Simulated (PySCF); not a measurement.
**Frontier levels across methods**

Compound: 1-propanamine, C3H9N.
Atom-mapped SMILES: `[CH3:1][CH2:2][CH2:3][NH2:4]` (hydrogens: H5, H6, H7 on C1; H8, H9 on C2; H10, H11 on C3; H12, H13 on N4)

Geometry (PBE0-D3(BJ)/def2-SVP, Å), atoms numbered from 1 in this order:
```xyz
13
C3H9N angstrom
C      1.7115    0.2304    0.4534
C      0.4377    0.2491   -0.3750
C     -0.7564   -0.3592    0.3429
N     -1.9301   -0.3675   -0.5070
H      2.5580    0.6661   -0.0981
H      1.5946    0.8041    1.3872
H      1.9916   -0.7986    0.7331
H      0.5809   -0.2938   -1.3239
H      0.1937    1.2902   -0.6557
H     -0.8931    0.1710    1.3127
H     -0.5148   -1.4040    0.6076
H     -2.2343    0.5867   -0.6937
H     -2.7084   -0.8266   -0.0399
```

Basis pcSseg-2 throughout (PySCF), one geometry. One conformer (not necessarily the lowest) at the PBE0-D3(BJ)/def2-SVP geometry, without solvent, vibrations or thermal averaging.

Q: How do the orbital energies, the gap and the dipole change with the method?

A: 
| method | kind | HOMO (eV) | LUMO (eV) | gap (eV) | μ (D) | SCF cycles |
| --- | --- | --- | --- | --- | --- | --- |
| BLYP | GGA | -5.30 | -0.11 | 5.18 | 1.20 | 14 |
| OPBE | GGA | -5.33 | 0.02 | 5.35 | 1.16 | 14 |
| PBE | GGA | -5.38 | -0.09 | 5.29 | 1.19 | 14 |
| B97-D | GGA | -5.40 | 0.06 | 5.46 | 1.19 | 13 |
| LDA | LDA | -5.48 | -0.18 | 5.30 | 1.24 | 13 |
| BP86 | GGA | -5.49 | 0.07 | 5.57 | 1.20 | 14 |
| KT2 | GGA | -5.54 | -0.04 | 5.49 | 1.15 | 14 |
| KT3 | GGA | -5.54 | -0.26 | 5.29 | 1.14 | 14 |
| B97-2 | global hybrid | -6.59 | 0.67 | 7.27 | 1.22 | 12 |
| B3LYP | global hybrid | -6.64 | 0.32 | 6.96 | 1.23 | 12 |
| PBE0 | global hybrid | -6.86 | 0.64 | 7.50 | 1.23 | 12 |
| mPW1PW91 | global hybrid | -6.89 | 0.62 | 7.51 | 1.23 | 12 |
| BHandHLYP | global hybrid | -8.30 | 1.13 | 9.43 | 1.27 | 12 |
| CAM-B3LYP | range-separated hybrid | -8.33 | 1.29 | 9.62 | 1.27 | 12 |
| wB97X-D | range-separated hybrid | -8.79 | 2.35 | 11.14 | 1.26 | 13 |
| LC-wPBE | range-separated hybrid | -9.70 | 2.45 | 12.15 | 1.30 | 13 |
| HF | Hartree–Fock | -10.56 | 2.76 | 13.32 | 1.30 | 10 |

The HOMO spans 5.26 eV, from BLYP down to HF, and the gap runs from 5.18 eV (BLYP) to 13.32 eV (HF). Over the methods BLYP (0 %), OPBE (0 %), PBE (0 %), B97-D (0 %), LDA (0 %), BP86 (0 %), KT2 (0 %), KT3 (0 %), B97-2 (21 %), B3LYP (20 %), PBE0 (25 %), mPW1PW91 (25 %), BHandHLYP (50 %), HF (100 %), a straight line through the gap against the share of exact exchange rises by 0.80 eV for each 10 % (correlation coefficient 0.999). The dipole ranges from 1.14 D (KT3) to 1.30 D (HF). This basis has no diffuse functions.
